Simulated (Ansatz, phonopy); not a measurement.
# NaH (Fm-3m): thermal expansion from first principles, part 2 of 2

Wanted: α(T), C_P(T) and B(T) of NaH in the quasi-harmonic approximation.

Ansatz 0.2.0; DFT PBE+D3(BJ), scalar-relativistic, plane waves, PAW.

So far. Step 2 (A first coarse run): The start is under -2.2 GPa at this level and looks like an insulator or semiconductor on this mesh. Step 5 (Relaxing to small residual forces and stress): The residual pressure is -0.0018 GPa, small enough for phonons.

## 7. The quasi-harmonic study

The study relaxes the crystal at several strains, solves the phonons on some of them and minimises the free energy at each temperature (static energy, vibrations, the electrons in a metal, and PV under a set pressure); the q-mesh sets how far the force constants reach.

input.yaml reads:

```yaml
crystal:
  lattice:
    - [0.0, 2.3588856496, 2.3588856496]
    - [2.3588856496, 0.0, 2.3588856496]
    - [2.3588856496, 2.3588856496, 0.0]
  atoms:
    - { symbol: Na, position: [0.0, 0.0, 0.0] }
    - { symbol: H, position: [0.5, 0.5, 0.5] }
kpoints:
  mp_grid: { grid: [8, 8, 8] }
hamiltonian:
  xc: pbe
  dispersion: d3bj
scf:
  occupations: { method: fixed }
output:
  eigenvalues: true
phonons:
  method: dfpt
  qmesh: [4, 4, 4]
  temperatures: { t_max: 500.0, t_step: 25 }
  thermal_expansion: {}
```

Run with:

```sh
ansatz run input.yaml --threads 4 --pin off --max-ram 8192MiB --backend cpu --events-out ev --progress --plain --runs-dir out
```

Numbers of over 12 decimals in the logs are rounded to 6 here.

Log:

```text
[...]
Crystal: 2 atoms, lattice volume = 26.251 Å³
Basis set: ecut = 487.2 eV, 645 PW (Γ), exchange–correlation on 50×50×50 points (8 copies of the dense FFT grid, shifted against one another)
Bands: 9, of which v1, the nominal top of the filled ones, is band 5 counted from 1 (4 counted from 0)
Symmetry: 48 space group operations
[...]
k-points: 29 of 512
[...]
SCF iter   1: F=—  HF=-1502.980051 eV  |F-HF|=—  |Δ(HF+E_count)|=         —  Δρ=7.02e-4  dr2=7.30e-5  ethr=1.77e-3  ⟨swp⟩=4.8  Hψ=1498  notcnv=0  defer=52
[...]
SCF iter   7: F=-1502.979926 eV  HF=-1502.979926 eV  |F-HF|=8.87e-12  |Δ(HF+E_count)|=   7.35e-9  Δρ=3.66e-7  dr2=1.55e-11  ethr=1.00e-12  ⟨swp⟩=5.5  Hψ=1415  notcnv=0
SCF 1 converged in 7 iterations: F = -1502.979926 eV  dr2 = 1.55e-11
[...]
relax step   1: F+E_penalty+E_count = -1502.97992599 eV  Δ(F+E_penalty+E_count) = +0.000e0 eV  max|allowed force component| = 7.365e-31 eV/Å  Δτ_max = 0.0000 Å  (7 SCF iters, accepted)
SCF converged after 7 iterations
Free energy (F): -1502.979926 eV
[...]
Internal energy: -1502.979926 eV  (E = F + TS)
E sigma→0 (E₀):  -1502.979926 eV
Fermi energy:    1.209539 eV
[...]
--- Stress (GPa, compression-positive) ---
       -0.003099      -0.000000      -0.000000
       -0.000000      -0.003099       0.000000
        0.000000      -0.000000      -0.003099
  P = ⅓ Tr σ = -0.0031 GPa (-0.031 kbar)
--- Band table (eV; the first three rows and the last of 29) ---
[...]
── thermal expansion: 3 new cells, 3 in all ──
thermal expansion: variable-cell relaxation of cell 1
thermal expansion: relaxation of cell 1
thermal expansion: relaxation of cell 2
thermal expansion: relaxation of cell 3
── thermal expansion: 2 new cells, 5 in all ──
thermal expansion: relaxation of cell 4
thermal expansion: lower-state search of cell 4
thermal expansion: phonons of cell 4
thermal expansion: relaxation of cell 5
thermal expansion: phonons of cell 5
── thermal expansion: 8 new cells, 13 in all ──
thermal expansion: relaxation of cell 6
thermal expansion: relaxation of cell 7
thermal expansion: relaxation of cell 8
thermal expansion: relaxation of cell 9
thermal expansion: relaxation of cell 10
thermal expansion: relaxation of cell 11
thermal expansion: relaxation of cell 12
thermal expansion: relaxation of cell 13
thermal expansion: phonons of cell 6
thermal expansion: phonons of cell 7
thermal expansion: phonons of cell 8
thermal expansion: phonons of cell 9
thermal expansion: phonons of cell 10
--- Relaxed structure (1 steps of the walk, 1 accepted, 0 SCFs on fresh bases) ---
  F+E_penalty+E_count = -1502.97992599 eV   max|allowed force component| = 7.365e-31 eV/Å
  atoms:
    - { symbol: Na, position: [0.0, 0.0, 0.0] }
    - { symbol: H, position: [0.5, 0.5, 0.5] }
--- Thermal expansion: 13 cells in 3 rounds, 0 GPa ---
  no lower state was reached at cell 4
  without vibrations: a 3.33588, b 3.33588, c 3.33588 Å, V 26.2492 Å³, B 26.00 GPa
  at 0 K: a 3.38681, b 3.38681, c 3.38681 Å, V 27.4699 Å³, B 23.49 GPa
  zero-point expansion: a +1.527, b +1.527, c +1.527, V +4.651 %
      T/K        a/Å        b/Å        c/Å       V/Å³ | expansion of a, b, c, V (1e-6/K)   | that of V in the mean from 25 °C | C_P, C_V (J/mol K of the cell) | B_T, B_S (GPa)
     0.00    3.38681    3.38681    3.38681    27.4699 |    0.00    0.00    0.00    0.00 |   66.65 |     0.000     0.000 |    23.49    23.49
    50.00    3.38715    3.38715    3.38715    27.4782 |    7.33    7.33    7.33   21.99 |   78.89 |     7.005     6.996 |    23.43    23.46
   100.00    3.38942    3.38942    3.38942    27.5334 |   18.11   18.11   18.11   54.33 |   88.86 |    17.224    17.110 |    23.14    23.30
   150.00    3.39304    3.39304    3.39304    27.6217 |   24.37   24.37   24.37   73.10 |   97.57 |    22.746    22.443 |    22.74    23.05
   200.00    3.39766    3.39766    3.39766    27.7349 |   30.12   30.12   30.12   90.37 |  106.15 |    27.549    26.943 |    22.23    22.73
   250.00    3.40327    3.40327    3.40327    27.8723 |   35.73   35.73   35.73  107.18 |  114.56 |    32.086    31.043 |    21.64    22.37
   298.15    3.40955    3.40955    3.40955    28.0269 |   40.80   40.80   40.80  122.39 |       - |    36.009    34.425 |    21.01    21.97
   325.00    3.41341    3.41341    3.41341    28.1222 |   43.48   43.48   43.48  130.43 |  126.65 |    37.977    36.046 |    20.63    21.73
   375.00    3.42125    3.42125    3.42125    28.3164 |   48.25   48.25   48.25  144.74 |  134.41 |    41.256    38.592 |    19.89    21.26
   425.00    3.42991    3.42991    3.42991    28.5320 |   52.87   52.87   52.87  158.60 |  142.07 |    44.119    40.612 |    19.09    20.74
   475.00    3.43938    3.43938    3.43938    28.7691 |   57.52   57.52   57.52  172.57 |  149.75 |    46.683    42.211 |    18.25    20.18
   500.00    3.44443    3.44443    3.44443    28.8961 |   59.92   59.92   59.92  179.77 |  153.65 |    47.891    42.883 |    17.81    19.89
  the static fit leaves 0.003 meV an atom of the energies and, of the stresses, 0.000 GPa of each cell's largest along a strain (root mean squares over the cells), whose Pulay part it has at -0.026 GPa
  vibrations' free energy: its fit leaves 0.0000 meV an atom at the most
  the electrons' free energy at temperature is not in it: every band gap is over 0.52 eV
  free energies summed between the sampled wave vectors
  estimated error of the fitted expansion in any direction: up to 0.073e-6/K, at 500 K (an estimate, not a bound: it was exceeded on models of known expansion)
  the energies and the vibrations are of d3bj (s6 = 1.0, s8 = 0.7875, a1 = 0.4289, a2_bohr = 4.4407) at the weights and the pressure of the crystal at rest
  by sums over the sampled wave vectors an expansion of the volume parts by up to 1.19e-6/K
  by a static energy of one degree less an expansion of the volume parts by up to 0.35e-6/K
  the FFT grids of the static calculations differ: 24 × 24 × 24, 25 × 25 × 25, 27 × 27 × 27
  band gaps on the cells' k-points are 3.636 to 3.937 eV
```

Elapsed: 2.9 min, on 4 threads of Intel Xeon Platinum 8488C (Sapphire Rapids), shared host; peak memory 0.68 GiB; 10 min of CPU time.

Numbers from this step:

| Property | Result |
| --- | --- |
| pressure | -0.003099 GPa |
| volume expansion coefficient at 298 K | 122.4 1e-6/K |
| C_P at 298 K | 18.00 J/mol-atom/K |
| entropy at 298 K | 19.45 J/mol-atom/K |
| isothermal bulk modulus at 298 K | 21.01 GPa |
| Grüneisen parameter at 298 K | 1.260 |
| volume at 298 K | 14.01 Å³/atom |
| principal linear expansion coefficients at 298 K | 40.8, 40.8, 40.8 1e-6/K |

Strained cells of the study; zero-point energy where phonons were solved; the pressures are stresses at a fixed cutoff and can carry an offset from the finite basis. Expansion cells, by row:

| cell | \|a\| (Å) | \|b\| (Å) | \|c\| (Å) | V (Å³/atom) | E - E_lowest (meV/atom) | pressure, compression positive (GPa) | gap (eV) | zero-point energy (meV/atom) |
| --- | --- | --- | --- | --- | --- | --- | --- | --- |
| 1 | 3.336 | 3.336 | 3.336 | 13.13 | 0 | -0.029 | 3.885 | - |
| 2 | 3.363 | 3.363 | 3.363 | 13.44 | 0.601 | -0.622 | 3.844 | - |
| 3 | 3.309 | 3.309 | 3.309 | 12.82 | 0.605 | 0.621 | 3.927 | - |
| 4 | 3.336 | 3.336 | 3.336 | 13.13 | 0 | -0.03 | 3.885 | 85.14 |
| 5 | 3.353 | 3.353 | 3.353 | 13.32 | 0.236 | -0.407 | 3.86 | 83.72 |
| 6 | 3.364 | 3.364 | 3.364 | 13.46 | 0.66 | -0.649 | 3.843 | 82.77 |
| 7 | 3.392 | 3.392 | 3.392 | 13.8 | 2.605 | -1.213 | 3.8 | 80.43 |
| 8 | 3.421 | 3.421 | 3.421 | 14.15 | 5.765 | -1.723 | 3.758 | 78.12 |
| 9 | 3.449 | 3.449 | 3.449 | 14.51 | 10.09 | -2.184 | 3.716 | 75.84 |
| 10 | 3.478 | 3.478 | 3.478 | 14.88 | 15.53 | -2.6 | 3.675 | 73.59 |
| 11 | 3.303 | 3.303 | 3.303 | 12.74 | 0.957 | 0.792 | 3.937 | - |
| 12 | 3.319 | 3.319 | 3.319 | 12.93 | 0.231 | 0.37 | 3.911 | - |
| 13 | 3.506 | 3.506 | 3.506 | 15.24 | 21.73 | -2.958 | 3.636 | - |

Quasi-harmonic; a, b, c are the run's own cell vectors. Expansion, by row:

| T (K) | a (Å) | b (Å) | c (Å) | alpha (deg) | beta (deg) | gamma (deg) | cell volume (Å³/cell) | alpha_a (1e-6/K) | alpha_b (1e-6/K) | alpha_c (1e-6/K) | alpha_V (1e-6/K) | C_P (J/mol-atom/K) | C_V (J/mol-atom/K) | S (J/mol-atom/K) | B_T (GPa) | B_S (GPa) | Grueneisen | extrapolation | fit error (1e-6/K) |
| --- | --- | --- | --- | --- | --- | --- | --- | --- | --- | --- | --- | --- | --- | --- | --- | --- | --- | --- | --- |
| 0 | 3.387 | 3.387 | 3.387 | 60 | 60 | 60 | 27.47 | 0 | 0 | 0 | 0 | 0 | 0 | 0 | 23.49 | 23.49 | - | 0 | 0 |
| 25 | 3.387 | 3.387 | 3.387 | 60 | 60 | 60 | 27.47 | 0.95 | 0.95 | 0.95 | 2.84 | 0.464 | 0.464 | 0.12 | 23.48 | 23.48 | 1.191 | 0 | 0 |
| 50 | 3.387 | 3.387 | 3.387 | 60 | 60 | 60 | 27.48 | 7.33 | 7.33 | 7.33 | 21.99 | 3.502 | 3.498 | 1.273 | 23.43 | 23.46 | 1.219 | 0 | 0.01 |
| 75 | 3.388 | 3.388 | 3.388 | 60 | 60 | 60 | 27.5 | 13.72 | 13.72 | 13.72 | 41.15 | 6.55 | 6.526 | 3.304 | 23.31 | 23.39 | 1.217 | 0 | 0.01 |
| 100 | 3.389 | 3.389 | 3.389 | 60 | 60 | 60 | 27.53 | 18.11 | 18.11 | 18.11 | 54.33 | 8.612 | 8.555 | 5.49 | 23.14 | 23.3 | 1.219 | 0 | 0.01 |
| 125 | 3.391 | 3.391 | 3.391 | 60 | 60 | 60 | 27.57 | 21.42 | 21.42 | 21.42 | 64.25 | 10.1 | 10 | 7.578 | 22.95 | 23.18 | 1.224 | 0 | 0.02 |
| 150 | 3.393 | 3.393 | 3.393 | 60 | 60 | 60 | 27.62 | 24.37 | 24.37 | 24.37 | 73.1 | 11.37 | 11.22 | 9.534 | 22.74 | 23.05 | 1.232 | 0 | 0.02 |
| 175 | 3.395 | 3.395 | 3.395 | 60 | 60 | 60 | 27.68 | 27.25 | 27.25 | 27.25 | 81.75 | 12.59 | 12.37 | 11.38 | 22.5 | 22.9 | 1.239 | 0 | 0.02 |
| 200 | 3.398 | 3.398 | 3.398 | 60 | 60 | 60 | 27.73 | 30.12 | 30.12 | 30.12 | 90.37 | 13.78 | 13.47 | 13.14 | 22.23 | 22.73 | 1.245 | 0 | 0.03 |
| 225 | 3.4 | 3.4 | 3.4 | 60 | 60 | 60 | 27.8 | 32.96 | 32.96 | 32.96 | 98.88 | 14.93 | 14.53 | 14.83 | 21.95 | 22.56 | 1.25 | 0 | 0.03 |
| 250 | 3.403 | 3.403 | 3.403 | 60 | 60 | 60 | 27.87 | 35.73 | 35.73 | 35.73 | 107.2 | 16.04 | 15.52 | 16.46 | 21.64 | 22.37 | 1.254 | 0 | 0.04 |
| 275 | 3.406 | 3.406 | 3.406 | 60 | 60 | 60 | 27.95 | 38.4 | 38.4 | 38.4 | 115.2 | 17.09 | 16.44 | 18.04 | 21.32 | 22.17 | 1.258 | 0 | 0.04 |
| 298.1 | 3.41 | 3.41 | 3.41 | 60 | 60 | 60 | 28.03 | 40.8 | 40.8 | 40.8 | 122.4 | 18 | 17.21 | 19.45 | 21.01 | 21.97 | 1.261 | 0 | 0.04 |
| 300 | 3.41 | 3.41 | 3.41 | 60 | 60 | 60 | 28.03 | 40.98 | 40.98 | 40.98 | 123 | 18.07 | 17.27 | 19.57 | 20.98 | 21.96 | 1.261 | 0 | 0.04 |
| 325 | 3.413 | 3.413 | 3.413 | 60 | 60 | 60 | 28.12 | 43.48 | 43.48 | 43.48 | 130.4 | 18.99 | 18.02 | 21.05 | 20.63 | 21.73 | 1.264 | 0 | 0.05 |
| 350 | 3.417 | 3.417 | 3.417 | 60 | 60 | 60 | 28.22 | 45.89 | 45.89 | 45.89 | 137.7 | 19.84 | 18.7 | 22.49 | 20.26 | 21.5 | 1.268 | 0 | 0.05 |
| 375 | 3.421 | 3.421 | 3.421 | 60 | 60 | 60 | 28.32 | 48.25 | 48.25 | 48.25 | 144.7 | 20.63 | 19.3 | 23.88 | 19.89 | 21.26 | 1.272 | 0 | 0.05 |
| 400 | 3.425 | 3.425 | 3.425 | 60 | 60 | 60 | 28.42 | 50.56 | 50.56 | 50.56 | 151.7 | 21.37 | 19.83 | 25.24 | 19.5 | 21 | 1.276 | 0 | 0.06 |
| 425 | 3.43 | 3.43 | 3.43 | 60 | 60 | 60 | 28.53 | 52.87 | 52.87 | 52.87 | 158.6 | 22.06 | 20.31 | 26.56 | 19.09 | 20.74 | 1.281 | 0 | 0.06 |
| 450 | 3.435 | 3.435 | 3.435 | 60 | 60 | 60 | 28.65 | 55.18 | 55.18 | 55.18 | 165.5 | 22.71 | 20.73 | 27.84 | 18.68 | 20.47 | 1.287 | 0 | 0.07 |
| 475 | 3.439 | 3.439 | 3.439 | 60 | 60 | 60 | 28.77 | 57.52 | 57.52 | 57.52 | 172.6 | 23.34 | 21.11 | 29.08 | 18.25 | 20.18 | 1.293 | 0 | 0.07 |
| 500 | 3.444 | 3.444 | 3.444 | 60 | 60 | 60 | 28.9 | 59.92 | 59.92 | 59.92 | 179.8 | 23.95 | 21.44 | 30.29 | 17.81 | 19.89 | 1.299 | 0 | 0.07 |

The expansion coefficient by temperature; values in 1e-6/K:

| temperature (K) | volume | principal 1 |
| --- | --- | --- |
| 0 | 0 | 0 |
| 25 | 2.84 | 0.95 |
| 50 | 22.0 | 7.33 |
| 75 | 41.1 | 13.7 |
| 100 | 54.3 | 18.1 |
| 125 | 64.2 | 21.4 |
| 150 | 73.1 | 24.4 |
| 175 | 81.8 | 27.2 |
| 200 | 90.4 | 30.1 |
| 225 | 98.9 | 33.0 |
| 250 | 107 | 35.7 |
| 275 | 115 | 38.4 |
| 298 | 122 | 40.8 |
| 300 | 123 | 41.0 |
| 325 | 130 | 43.5 |
| 350 | 138 | 45.9 |
| 375 | 145 | 48.2 |
| 400 | 152 | 50.6 |
| 425 | 159 | 52.9 |
| 450 | 166 | 55.2 |
| 475 | 173 | 57.5 |
| 500 | 180 | 59.9 |

At 298 K the volume expansion is 122 × 10⁻⁶/K and B_T is 21.0 GPa. The program raised the cutoff to 487.2 eV by itself: with no cutoff typed, the study takes about 1.16 times the default for its relaxations and scales it with the volume for the phonons.

## 8. Free-energy fit

This step: DFT PBE+D3(BJ), scalar-relativistic, plane waves, PAW (phonopy 4.10.0).

This step gave:

- volume expansion coefficient at 300 K: 123.1 1e-6/K
- isothermal bulk modulus at 300 K: 20.95 GPa
- C_P at 300 K: 18.08 J/mol-atom/K
- Grüneisen parameter at 300 K: 1.261

The energy (each curve on its own zero) by volume; values in meV/atom:

| volume (Å³/atom) | static | F at 0 K | F at 300 K | F at 500 K |
| --- | --- | --- | --- | --- |
| 13.126 | 0 | 5.19 | 7.33 | 10.1 |
| 13.324 | 0.24 | 4.01 | 5.62 | 7.67 |
| 13.459 | 0.66 | 3.48 | 4.74 | 6.31 |
| 13.800 | 2.6 | 3.09 | 3.41 | 3.78 |
| 14.149 | 5.77 | 3.94 | 3.26 | 2.37 |
| 14.508 | 10.1 | 5.99 | 4.24 | 2.02 |
| 14.876 | 15.5 | 9.18 | 6.29 | 2.68 |

Phonopy-qha, vinet fit of F(V) at each temperature. Qha vinet, by row:

| T (K) | fitted volume (Å³/atom) | alpha_V (1e-6/K) | B_T (GPa) | C_P (J/mol-atom/K) | Grueneisen |
| --- | --- | --- | --- | --- | --- |
| 75 | 13.75 | 40.08 | 23.32 | 6.44 | 1.186 |
| 100 | 13.77 | 53.75 | 23.15 | 8.581 | 1.206 |
| 125 | 13.79 | 64.04 | 22.96 | 10.11 | 1.221 |
| 150 | 13.81 | 73.05 | 22.74 | 11.39 | 1.231 |
| 175 | 13.84 | 81.74 | 22.49 | 12.6 | 1.239 |
| 200 | 13.87 | 90.37 | 22.22 | 13.78 | 1.245 |
| 225 | 13.9 | 98.9 | 21.93 | 14.94 | 1.25 |
| 250 | 13.94 | 107.2 | 21.62 | 16.05 | 1.254 |
| 275 | 13.97 | 115.3 | 21.3 | 17.1 | 1.257 |
| 300 | 14.02 | 123.1 | 20.95 | 18.08 | 1.261 |
| 325 | 14.06 | 130.6 | 20.6 | 18.99 | 1.264 |
| 350 | 14.11 | 137.9 | 20.23 | 19.84 | 1.268 |
| 375 | 14.16 | 145.1 | 19.85 | 20.64 | 1.272 |
| 400 | 14.21 | 152.1 | 19.45 | 21.37 | 1.277 |
| 425 | 14.27 | 159.1 | 19.05 | 22.07 | 1.282 |
| 450 | 14.32 | 166 | 18.64 | 22.73 | 1.288 |
| 475 | 14.39 | 173.1 | 18.21 | 23.35 | 1.294 |

The volume expansion coefficient by temperature; values in 1e-6/K:

| temperature (K) | phonopy-qha, Vinet | Ansatz's own study |
| --- | --- | --- |
| 75 | 40.1 | 41.1 |
| 100 | 53.8 | 54.3 |
| 125 | 64.0 | 64.2 |
| 150 | 73.0 | 73.1 |
| 175 | 81.7 | 81.8 |
| 200 | 90.4 | 90.4 |
| 225 | 98.9 | 98.9 |
| 250 | 107 | 107 |
| 275 | 115 | 115 |
| 300 | 123 | 123 |
| 325 | 131 | 130 |
| 350 | 138 | 138 |
| 375 | 145 | 145 |
| 400 | 152 | 152 |
| 425 | 159 | 159 |
| 450 | 166 | 166 |
| 475 | 173 | 173 |

The fit gives a volume expansion of 123 × 10⁻⁶/K at 300 K, against 122 at 298 K from the study itself, whose static fit uses more cells.

## 9. Results

| Property | Result |
| --- | --- |
| settings of these figures | PBE+D3(BJ), 487.2 eV, k 8×8×8, q 4×4×4 |
| volume expansion coefficient at 298 K | 122.4 1e-6/K |
| C_P at 298 K | 18.00 J/mol-atom/K |
| entropy at 298 K | 19.45 J/mol-atom/K |
| isothermal bulk modulus at 298 K | 21.01 GPa |
| Grüneisen parameter at 298 K | 1.260 |
| volume at 298 K | 14.01 Å³/atom |
| principal linear expansion coefficients at 298 K | 40.8, 40.8, 40.8 1e-6/K |

Near room temperature NaH expands by 122 × 10⁻⁶/K in volume by PBE+D3(BJ), with C_P = 18.0 J/(mol K) per mole of atoms and B_T = 21.0 GPa. C_P at room temperature is 72 % of the classical 3R an atom; C_V is 69 %, and the rest is expansion work. The dispersion term is taken with its C6 weights frozen at the crystal at rest, in the force constants and, in the expansion study, in the energies too. The cell of these runs is 10 % smaller in volume than the database cell; frequencies and all that rests on them shift with it.

[Logs are printed without paths, hosts, clocks, repeated set-up lines and the standing remarks that a program may print on its own settings, such as how far it seeks lower states.]

[Hosts, paths, dates, database ids (printed as entryN), source tags and the programs' standing remarks are cut or masked in the printed files.]

[A step with changed settings may run another functional than the one named; its input shows which.]

[Pressures of single members of a volume series are the stress at the run's cutoff; with an incomplete basis they can lie off −dE/dV of the same runs, and they are not shown converged.]
